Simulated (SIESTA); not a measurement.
# TiO2 under changes of volume

One of the cells (12.226 Å³/atom); the others are scaled copies at fixed shape and fractional positions:

```
Ti O
1.0
     6.15358   -1.88347    0.00000
     6.15358    1.88347    0.00000
    -1.92833    0.00000    6.32897
Ti O
4 8
Direct
  0.90007 0.90007 0.28960
  0.19529 0.19529 0.28376
  0.09993 0.09993 0.71040
  0.80471 0.80471 0.71624
  0.36193 0.36193 0.29340
  0.26349 0.26349 0.65250
  0.86719 0.86719 0.99529
  0.73651 0.73651 0.34750
  0.94165 0.94165 0.63002
  0.13281 0.13281 0.00471
  0.63807 0.63807 0.70660
  0.05835 0.05835 0.36998
```

The cell comes from a database or a generator and needn't be the stable form of this composition.

- Program: SIESTA 5.4.2
- Functional: PBE
- Potentials or basis: SG15 1.2 (PBE files) or PseudoDojo by element
- Basis: DZP (energy shift 0.002 Ry)
- Grid cutoff: 800 Ry
- Energy shift: 0.002 Ry
- k mesh: 6 × 6 × 3
- Occupations: fermi-dirac, width 0.05 eV
- Spin: no spin polarisation

```csv
volume (Å³/atom),energy over the lowest point (meV/atom),pressure (GPa),gap on the mesh (eV),largest force (eV/Å)
11.492,39.40,16.0,2.83,0.398
11.737,19.05,10.8,2.76,0.251
11.981,6.22,6.2,2.70,0.147
12.226,0.00,1.9,2.63,0.107
12.470,0.11,-2.0,2.56,0.196
12.715,?,?,?,?
12.959,16.45,-8.4,2.44,0.434
```

**Question.** What does the run at 12.715 Å³/atom give?

**Answer.** Energy over the lowest point 5.85 meV/atom; pressure -5.4 GPa; gap on the mesh 2.50 eV; largest force 0.318 eV/Å.

Worked out: A Birch-Murnaghan fit of order 3 (a polynomial in V^(-2/3)) to the other rows has its minimum at 12.35 Å³/atom with B0 = V·E''(V) = 194 GPa and B' = 3.7 at fixed shape and positions, which overstates the stiffness. It gives 5.73 meV/atom at 12.715 Å³/atom, against the run's 5.85, and -dE/dV = -5.4 GPa, against -5.4. A straight line through the other rows of the gap, of slope -3.26 eV per unit of ln V, gives 2.50 eV, against the run's 2.50.

Energies are extrapolated to zero smearing.

Caveats: semicore shells carry a single zeta, which can move pressures by several GPa and volumes by a few percent; an odd mesh through Γ misses points on the zone boundary, where band edges often lie; the basis of atomic orbitals isn't converged, which shifts pressures, moduli and gaps.
